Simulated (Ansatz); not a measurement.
**Te under changes of volume**

One of the cells (32.696 Å³/atom); the others are scaled copies at fixed shape and fractional positions:

```
CELL_PARAMETERS angstrom
3.82029 -2.14820 0.00000
3.82029 2.14820 0.00000
-0.09429 0.00000 5.97609
ATOMIC_POSITIONS crystal
Te 0.00000 0.00000 0.00000
Te 0.30945 0.30945 0.33881
Te 0.69055 0.69055 0.66119
```

This isn't the form of Te at room conditions, which is trigonal, of chains.

```yaml
Program: Ansatz 0.2.0
Functional: PBEsol
Potentials_or_basis: all-electron LAPW, scalar-relativistic
Cutoff: 200 eV (chosen from the basis error)
Basis_error_allowed: 0.001 eV/atom
k_mesh: 7 × 7 × 5
Occupations: fermi-dirac, width 0.05 eV
Spin: no spin polarisation
```

```tsv
volume (Å³/atom)	energy over the lowest point (meV/atom)	pressure (GPa)	largest force (eV/Å)
30.734	3.60	1.5	0.270
31.388	0.00	0.3	0.204
32.042	?	?	?
32.696	6.90	-1.9	0.085
33.350	16.36	-2.8	0.031
34.004	29.28	-3.6	0.019
34.658	45.26	-4.3	0.065
```

What does the run at 32.042 Å³/atom give?

Energy over the lowest point 1.28 meV/atom; pressure -0.9 GPa; largest force 0.142 eV/Å.

Worked out: A Birch-Murnaghan fit of order 3 (a polynomial in V^(-2/3)) to the other rows has its minimum at 31.53 Å³/atom with B0 = V·E''(V) = 56 GPa and B' = 4.6 at fixed shape and positions, which overstates the stiffness. It gives 1.28 meV/atom at 32.042 Å³/atom, against the run's 1.28, and -dE/dV = -0.9 GPa, against -0.9.

Energies are extrapolated to zero smearing.
